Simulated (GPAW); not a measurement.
# TiSi2 (Fddd) in GPAW: phonons with PBE+D3

Aim: the phonons of TiSi2 with PBE+D3.

Program: GPAW 26.7.0. These are calculated values, not measurements. Logs are shortened: lines on timing, memory, paths and dates and some standing lists are left out, and cuts for length are marked. The log counts tension as positive stress, the text compression.

**1. Starting point**

Symmetry: Fddd, No. 70, orthorhombic system. The conventional cell has a = 4.779 Å, b = 8.235 Å, c = 8.526 Å, α = 90.00°, β = 90.00°, γ = 90.00°. Ti (site symmetry 222) has 10 Si at 2.55 to 2.78 Å as nearest neighbours. Si (site symmetry 2) is surrounded by 5 Si at 2.52 to 2.79 Å and 5 Ti at 2.55 to 2.78 Å.

The cell is a database's computed one.

**2. Phonons, PBE+D3**

run.py reads:

```python
import json
import numpy as np
import spglib
from ase import Atoms
from ase.calculators.mixing import SumCalculator
from ase.constraints import FixSymmetry
from ase.io import read, write
from ase.optimize import BFGS
from dftd3.ase import DFTD3
from phonopy import Phonopy
from phonopy.structure.atoms import PhonopyAtoms
from gpaw import GPAW, PW

atoms = read('TiSi2.cif')
cell, positions, numbers = spglib.find_primitive(
    (atoms.cell[:], atoms.get_scaled_positions(), atoms.numbers), symprec=1e-4)
atoms = Atoms(numbers, cell=cell, scaled_positions=positions, pbc=True)

calc = GPAW(mode=PW(600),
            xc='PBE',
            kpts={'size': (7, 7, 7), 'gamma': True},
            occupations={'name': 'fermi-dirac', 'width': 0.05},
            nbands=38,
            convergence={'density': 1e-06, 'eigenstates': 1e-09},
            maxiter=150,
            txt='gpaw.txt')
atoms.calc = SumCalculator([calc, DFTD3(method='pbe', damping='d3zero')])
atoms.set_constraint(FixSymmetry(atoms))
BFGS(atoms, trajectory='relax.traj', logfile='-').run(fmax=0.005, steps=40)
atoms.set_constraint()
energy = atoms.get_potential_energy()
forces = atoms.get_forces()
stress = atoms.get_stress()
calc.write('gs.gpw')
write('result.traj', atoms)
print('Cell:', atoms.cell.cellpar().round(4))
print(atoms.get_scaled_positions().round(5))

def force_constants(scale):
    unit = PhonopyAtoms(symbols=atoms.get_chemical_symbols(), cell=atoms.cell[:] * scale**(1 / 3),
                        scaled_positions=atoms.get_scaled_positions())
    ph = Phonopy(unit, supercell_matrix=np.diag([1, 1, 1]), primitive_matrix=np.eye(3), symprec=1e-4)
    ph.generate_displacements(distance=0.02)
    forces = []
    for i, sc in enumerate(ph.supercells_with_displacements):
        a = Atoms(sc.symbols, cell=sc.cell, scaled_positions=sc.scaled_positions, pbc=True)
        c = GPAW(mode=PW(600),
                 xc='PBE',
                 kpts={'size': (7, 7, 7), 'gamma': True},
                 occupations={'name': 'fermi-dirac', 'width': 0.05},
                 nbands=38,
                 convergence={'density': 1e-06, 'eigenstates': 1e-09},
                 maxiter=150,
                 txt=f'disp-{scale:.3f}-{i:02d}.txt')
        a.calc = SumCalculator([c, DFTD3(method='pbe', damping='d3zero')])
        f = a.get_forces()
        forces.append(f - f.mean(axis=0))
        print(f'displacement {i}: drift', f.mean(axis=0).round(5), flush=True)
    ph.forces = forces
    ph.produce_force_constants()
    ph.symmetrize_force_constants()
    return ph

qpoints = [[0.0, 0.0, 0.0]]
results = {}
for scale in [1.0]:
    ph = force_constants(scale)
    ph.run_qpoints(qpoints)
    nu = ph.qpoints.frequencies * 33.35641  # THz to cm^-1
    results[f'{scale:.3f}'] = nu.tolist()
    for qp, f in zip(qpoints, nu):
        print(scale, np.round(qp, 4), f.round(2))
json.dump(results, open('phonons.json', 'w'))
```

TiSi2.cif reads:

```cif
data_TiSi2
_cell_length_a 4.77902391
_cell_length_b 8.23503261
_cell_length_c 8.52579567
_cell_angle_alpha 90.00000000
_cell_angle_beta 90.00000000
_cell_angle_gamma 90.00000000
_space_group_name_H-M_alt 'Fddd'
_space_group_name_Hall 'F 2 2 -1d'
_space_group_IT_number 70
loop_
_space_group_symop_operation_xyz
'x,y,z'
'-x,-y,z'
'x,-y,-z'
'-x,y,-z'
'-x+1/4,-y+1/4,-z+1/4'
'x+1/4,y+1/4,-z+1/4'
'-x+1/4,y+1/4,z+1/4'
'x+1/4,-y+1/4,z+1/4'
'x,y+1/2,z+1/2'
'-x,-y+1/2,z+1/2'
'x,-y+1/2,-z+1/2'
'-x,y+1/2,-z+1/2'
'-x+1/4,-y+3/4,-z+3/4'
'x+1/4,y+3/4,-z+3/4'
'-x+1/4,y+3/4,z+3/4'
'x+1/4,-y+3/4,z+3/4'
'x+1/2,y,z+1/2'
'-x+1/2,-y,z+1/2'
'x+1/2,-y,-z+1/2'
'-x+1/2,y,-z+1/2'
'-x+3/4,-y+1/4,-z+3/4'
'x+3/4,y+1/4,-z+3/4'
'-x+3/4,y+1/4,z+3/4'
'x+3/4,-y+1/4,z+3/4'
'x+1/2,y+1/2,z'
'-x+1/2,-y+1/2,z'
'x+1/2,-y+1/2,-z'
'-x+1/2,y+1/2,-z'
'-x+3/4,-y+3/4,-z+1/4'
'x+3/4,y+3/4,-z+1/4'
'-x+3/4,y+3/4,z+1/4'
'x+3/4,-y+3/4,z+1/4'
loop_
_atom_site_label
_atom_site_type_symbol
_atom_site_symmetry_multiplicity
_atom_site_Wyckoff_symbol
_atom_site_fract_x
_atom_site_fract_y
_atom_site_fract_z
_atom_site_occupancy
Ti1 Ti 8 b 0.7500000000 0.2500000000 0.2500000000 1
Si1 Si 16 f 0.7500000000 0.9125656100 0.2500000000 1
```

Potentials or basis: GPAW PAW data sets (gpaw-data 1.2.1), pw.

Started as:

```
> OMP_NUM_THREADS=1 python run.py
```

gpaw.txt:

```text
__  _  _
 | _ |_)|_||  |
 |__||  | ||/\| - 26.7.0

Input parameters:
  mode=PW(ecut=600.0),
  convergence={'density': 1e-06, 'eigenstates': 1e-09},
  kpts=MonkhorstPack(size=(7, 7, 7), gamma=True),
  maxiter=150,
  nbands=38,
  occupations=Occupations(name='fermi-dirac', width=0.05),
  xc=XC(name='PBE')

Diagonalizing LCAO Hamiltonian
Converting LCAO to pw mode

                Ti

              Si

            Ti
           Si

         Si
       Si

Atoms  # Å, Bohr magnetons
|   | symbol |        x |        y |        z |    initial magnetic moments |
|---|--------|----------|----------|----------|-----------------------------|
| 0 |     Ti | 3.584268 | 6.176274 | 6.394347 | ( 0.0000,  0.0000,  0.0000) |
| 1 |     Ti | 2.389512 | 4.117516 | 4.262898 | ( 0.0000,  0.0000,  0.0000) |
| 2 |     Si | 1.194756 | 3.397491 | 2.131449 | ( 0.0000,  0.0000,  0.0000) |
| 3 |     Si | 1.194756 | 0.720025 | 2.131449 | ( 0.0000,  0.0000,  0.0000) |
| 4 |     Si | 2.389512 | 6.896300 | 4.262898 | ( 0.0000,  0.0000,  0.0000) |
| 5 |     Si | 2.389512 | 1.338733 | 4.262898 | ( 0.0000,  0.0000,  0.0000) |

Unit cell  # Å
| periodic |        x |        y |        z |  lengths |    angles |
|----------|----------|----------|----------|----------|-----------|
|      yes | 0.000000 | 4.117516 | 4.262898 | 5.926739 | 75.793109 |
|      yes | 2.389512 | 0.000000 | 4.262898 | 4.886928 | 53.066892 |
|      yes | 2.389512 | 4.117516 | 0.000000 | 4.760642 | 51.139999 |

Number of symmetries: 4
Symmetry operations  # r_c * U_cc + t_c -> r_c
|   | kind |            matrix            |
|---|------|------------------------------|
| 0 |  E   |  1, 0, 0,  0, 1, 0,  0, 0, 1 |
| 1 |  C2  |  0, 1,-1,  1, 0,-1,  0, 0,-1 |
| 2 |  C2  |  0,-1, 1,  0,-1, 0,  1,-1, 0 |
| 3 |  C2  | -1, 0, 0, -1, 0, 1, -1, 1, 0 |

BZ-sampling:
  Number of BZ points: 343
  Number of IBZ points: 64

  Monkhorst-Pack size: [7, 7, 7]
  Monkhorst-Pack shift: [0, 0, 0]

K-points  # in reciprocal-cell coordinates
|     |                                coordinates |     weight |
|-----|--------------------------------------------|------------|
|   0 | (  0.00000000,   0.00000000,   0.00000000) | 0.00291545 |
|   1 | (  0.00000000,   0.14285714,   0.14285714) | 0.00583090 |
|   2 | (  0.00000000,   0.28571429,   0.28571429) | 0.00583090 |
|   3 | (  0.00000000,   0.42857143,   0.42857143) | 0.00583090 |
|   4 | (  0.14285714,  -0.42857143,  -0.42857143) | 0.01166181 |
|   5 | (  0.14285714,  -0.28571429,  -0.42857143) | 0.01166181 |
|   6 | (  0.14285714,   0.00000000,   0.14285714) | 0.00583090 |
|   7 | (  0.14285714,   0.14285714,   0.00000000) | 0.00583090 |
|   8 | (  0.14285714,   0.14285714,   0.14285714) | 0.02332362 |
|   9 | (  0.14285714,   0.14285714,   0.28571429) | 0.01166181 |
| ... |                                            |            |
|  63 | (  0.42857143,   0.42857143,   0.42857143) | 0.02332362 |

Plane wave coefficients: 2831
Cutoff: 600.0 eV

Spin-components: 1 (collinear spins)
Bands:           38
Projectors:      32
Spin-degeneracy: 2
Datatype:        complex128

Parallelization:
  kpt:    1
  domain: 1
  band:   1

Density:
  Valence electrons: 40.0
  Components: 1
  Grid points: [35 35 35]
  Charge: 0.0  # |e|

Potential:
  Grid points: [35 35 35]

species:
  Ti:
    name:    Titanium
    Z:       22.0
    valence: 12
    core:    10
    charge:  0.0  # [|e|]
    compensation charges:
      type: gauss
      rc: 0.38  # [Å]
      lmax: 2
    cutoffs:
      filter: 2.23  # [Å]
      core: 1.02  # [Å]
    projectors
    | kind |    occ | energy [eV] | rcut [Å] |
    |------|--------|-------------|----------|
    |   3s |  2.000 |     -62.623 |    1.270 |
    |   4s |  2.000 |      -4.466 |    1.270 |
    |   3p |  6.000 |     -38.862 |    1.058 |
    |   4p |  0.000 |      -1.466 |    1.058 |
    |   3d |  2.000 |      -4.258 |    1.058 |
    |    d |        |      22.953 |    1.058 |

    Using partial waves for Ti as LCAO basis

  Si:
    name:    Silicon
    Z:       14.0
    valence: 4
    core:    10
    charge:  0.0  # [|e|]
    compensation charges:
      type: gauss
      rc: 0.33  # [Å]
      lmax: 2
    cutoffs:
      filter: 1.86  # [Å]
      core: 2.06  # [Å]
    projectors
    | kind |    occ | energy [eV] | rcut [Å] |
    |------|--------|-------------|----------|
    |   3s |  2.000 |     -10.812 |    1.058 |
    |   3p |  2.000 |      -4.081 |    1.058 |
    |    s |        |      16.399 |    1.058 |
    |    p |        |      23.130 |    1.058 |
    |    d |        |       0.000 |    1.058 |

    Using partial waves for Si as LCAO basis

Reference energy: -77993.405564  # eV

eigensolver:
  PPCG
  Converge bands: occupied
  niter=2

density mixing:
  MSR1-Mixer
  Pratt-step length: 0.05
  Maximum mixing coefficient: 0.75
  Old densities: 10
  SVD Regularization: 0.005
  Good broyden scale: 1.0
  Trust region scale: 1.0
  Backstep threshold: 4.0
  History deletion threshold: 6.0
  Fourier metric: weight=20.0, sigma=0.015

occupation numbers:
  Fermi-Dirac:
    width: 0.0500  # eV

poisson solver:
  ecut: 4800.0  # eV

xc functional:
  name: PBE with 2 nearest neighbor stencil

convergence criteria:
- Maximum integral of absolute [dens]ity change: 1e-06 electrons / valence electron
- Maximum integral of absolute [eigenst]ate change: 1e-09 eV^2 / valence electron
- Maximum [total energy] change in last 3 cyles: 0.0005 eV / valence electron
maximum number of iterations: 150

SCF iterations
|iter     | |      energy | eigst |  dens |
|---------|-|-------------|-------|-------|
|iter:   1| |  -38.326244 | +0.41 |       |
|iter:   2| |  -38.437975 | -2.02 | -1.22 |
|iter:   3| |  -39.029711 | -0.90 | -1.23 |
|iter:   4| |  -38.397205 | -1.13 | -1.28 |
|iter:   5| |  -38.218128 | -1.97 | -1.52 |
|iter:   6| |  -38.224832 | -3.42 | -2.09 |
|iter:   7| |  -38.223763c| -4.20 | -2.57 |
|iter:   8| |  -38.222988c| -4.23 | -2.74 |
|iter:   9| |  -38.222982c| -5.82 | -3.47 |
|iter:  10| |  -38.222981c| -6.89 | -4.07 |
|iter:  11| |  -38.222981c| -8.30 | -4.70 |
|iter:  12| |  -38.222981c| -9.22c| -5.37 |
|iter:  13| |  -38.222981c| -9.81c| -6.02c|

Converged in 13 steps
Energy contributions relative to reference atoms: (reference = -77993.405564)

Energy contributions:
  Kinetic:          40.887485
  Coulomb:         -32.631053
  Zero:             -0.087791
  External:          0.000000
  Xc:              -46.381520
  Entropy:          -0.020204
  Spinorbit:         0.000000
  ----------------------------
  Free energy:     -38.233083
  Extrapolated:    -38.222981

dipole moment: (-4.934948, -8.503714, -8.803964)  # |e|*Ang

Fermi level: 9.757
Eigenvalues  # (at kpt = [0.000, 0.000, 0.000])
| band index |      eig [eV] | occ [0-2] |
|------------|---------------|-----------|
|          0 |       -46.483 |     2.000 |
|        ... |               |           |
|         13 |         5.989 |     2.000 |
|         14 |         6.025 |     2.000 |
|         15 |         7.248 |     2.000 |
|         16 |         7.482 |     2.000 |
|         17 |         7.682 |     2.000 |
|         18 |         7.971 |     2.000 |
[... 8 lines left out ...]
|         27 |        13.536 |     0.000 |
|         28 |        13.583 |     0.000 |
|        ... |               |           |
|         37 |        21.024 |     0.000 |

No gap
No difference between direct/indirect transitions

Forces  # eV/Ang
|        x |        y |        z |
|----------|----------|----------|
|  0.00000 |  0.00000 |  0.00000 |  # Ti   0
|  0.00000 |  0.00000 |  0.00000 |  # Ti   1
|  0.00000 |  0.01859 |  0.00000 |  # Si   2
|  0.00000 | -0.01859 | -0.00000 |  # Si   3
| -0.00000 | -0.01859 | -0.00000 |  # Si   4
|  0.00000 |  0.01859 |  0.00000 |  # Si   5

Stress tensor  # eV/Ang^3
|         x |         y |         z |
|-----------|-----------|-----------|
| -0.017066 |  0.000000 |  0.000000 |
|  0.000000 | -0.006529 |  0.000000 |
|  0.000000 |  0.000000 | -0.021828 |

# Writing to gs.gpw (mode='')
```

Run time: 48 min. Hardware: 1 thread of Arm Neoverse V2, shared host; peak memory 1.3 GiB.

What came out:

```yaml
Free_energy: -40.3077 eV
Pressure_after_relaxing: -2.8 GPa
Band_gap_on_the_k_mesh: none (metal or under the smearing width)
Highest_phonon_frequency_at_Γ: 437 cm⁻¹
Dispersion_energy_per_atom: -0.346 eV
```

Forces on the atoms (eV/Å):
```
Ti   0.000  0.000  0.000
Ti   0.000  0.000  0.000
Si   0.000  0.002  0.000
Si   0.000 -0.002  0.000
Si   0.000 -0.002  0.000
Si   0.000  0.002  0.000
```

Final structure:
```yaml
crystal:
  lattice:
    - [0.00000, 4.11752, 4.26290]
    - [2.38951, 0.00000, 4.26290]
    - [2.38951, 4.11752, 0.00000]
  atoms:
    - { symbol: Ti, position: [0.75000, 0.75000, 0.75000] }
    - { symbol: Ti, position: [0.50000, 0.50000, 0.50000] }
    - { symbol: Si, position: [0.41257, 0.08743, 0.41257] }
    - { symbol: Si, position: [0.08743, 0.41257, 0.08743] }
    - { symbol: Si, position: [0.83743, 0.16257, 0.83743] }
    - { symbol: Si, position: [0.16257, 0.83743, 0.16257] }
```

Phonon frequencies in cm⁻¹ (negative: imaginary):
```tsv
q point	frequencies
(0.000, 0.000, 0.000)	0 0 0 190 196 209 238 249 261 262 287 296 315 345 375 389 410 437
```

Caveat: pairwise dispersion overbinds metals, which lowers pressure and volume.
